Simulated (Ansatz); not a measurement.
The system is Cu.

```
Cu
1.0
     1.21846   -3.97638    0.00000
     1.21846    3.97638    0.00000
     0.00000    0.00000    2.47550
Cu
2
Direct
  0.86613 0.13387 0.75000
  0.13387 0.86613 0.25000
```

This isn't the form of Cu at room conditions, which is fcc.

Base run:

| Property | Result |
| --- | --- |
| Program | Ansatz 0.2.0 |
| Functional | PBEsol |
| Potentials or basis | all-electron LAPW, scalar-relativistic |
| Cutoff | 329 eV |
| Density cutoff | 1318 eV |
| Basis error allowed | 0.001 eV/atom |
| k mesh | 11 × 11 × 11 |
| Occupations | fermi-dirac, width 0.05 eV |
| Spin | no spin polarisation |

Its results: pressure -1.5 GPa; largest force 0.005 eV/Å.

Problem. The run is repeated on the same cell with these changes: functional from PBEsol to LDA. What comes out?

Solution. Pressure -7.6 GPa; largest force 0.043 eV/Å.

LDA binds more tightly than PBEsol, so the same cell stands under less pressure.

Not every run made on this cell is shown here.
